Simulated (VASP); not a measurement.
**InSb: relaxation of cell and atoms with LDA**

The system is InSb.

```xyz
2
Lattice="0.0000 3.2391 3.2391 3.2391 0.0000 3.2391 3.2391 3.2391 0.0000" Properties=species:S:1:pos:R:3 pbc="T T T"
In    0.0000    0.0000    0.0000
Sb    1.6196    1.6196    1.6196
```

```
Program                : VASP 6.6.1
Task                   : relaxation of cell and atoms
Functional             : LDA
Potentials or basis    : VASP PAW LDA potentials, release 64 (In_d, Sb)
Cutoff                 : 600 eV
k mesh                 : 10 × 10 × 10
Occupations            : gaussian, width 0.03 eV
Spin                   : no spin polarisation
Further INCAR settings : ALGO = Normal; EDIFF = 1e-06; IBRION = 2; EDIFFG = -0.01; NSW = 90; ISIF = 3
```

```yaml
Relaxed_volume: 33.62 Å³/atom
Relaxed_cell: a = 4.564 Å, b = 4.564 Å, c = 4.564 Å, α = 60.00°, β = 60.00°, γ = 60.00°
Space_group_after_relaxing_to_0.05_Å: F-43m (No. 216)
Energy_gained_by_relaxing: 0.6 meV/atom
Ionic_steps: 3
Pressure_after_relaxing: 0.0 GPa
Band_gap_on_the_k_mesh: none (metal or under the smearing width)
```

Step by step:
```tsv
step	energy change (eV)	largest force (eV/Å)	pressure (GPa)	volume (Å³)
1	0.0000	0.0000	-0.50	67.97
2	-0.0009	0.0000	0.19	66.93
3	-0.0011	0.0000	0.01	67.24
```

Final structure:
```xyz
2
Lattice="0.0000 3.2275 3.2275 3.2275 0.0000 3.2275 3.2275 3.2275 0.0000" Properties=species:S:1:pos:R:3 pbc="T T T"
In    0.0000    0.0000    0.0000
Sb    1.6137    1.6137    1.6137
```

Levels at points of the mesh, in eV from the Fermi level:
| k point | band 6 | band 7 | band 8 | band 9 | band 10 | band 11 | band 12 | band 13 |
| --- | --- | --- | --- | --- | --- | --- | --- | --- |
| (0.00, 0.00, 0.00) | -10.85 | -0.31 | -0.01 | -0.01 | -0.01 | 2.90 | 2.90 | 2.90 |
| (0.50, 0.00, 0.00) | -9.46 | -5.74 | -1.04 | -1.04 | 0.43 | 3.76 | 3.76 | 5.93 |
| (0.50, 0.50, 0.00) | -8.83 | -6.03 | -2.32 | -2.32 | 1.22 | 1.24 | 8.10 | 8.10 |

Wall time 69 s on 1 thread of Intel(R) Xeon(R) Platinum 8488C (Sapphire Rapids) (shared host), peak memory 0.23 GiB.

Caveat: this crystal is a semiconductor, whose small gap the functional closes, so the metal is an error of the method. Spin-orbit coupling is left out, which matters for the levels of Sb.
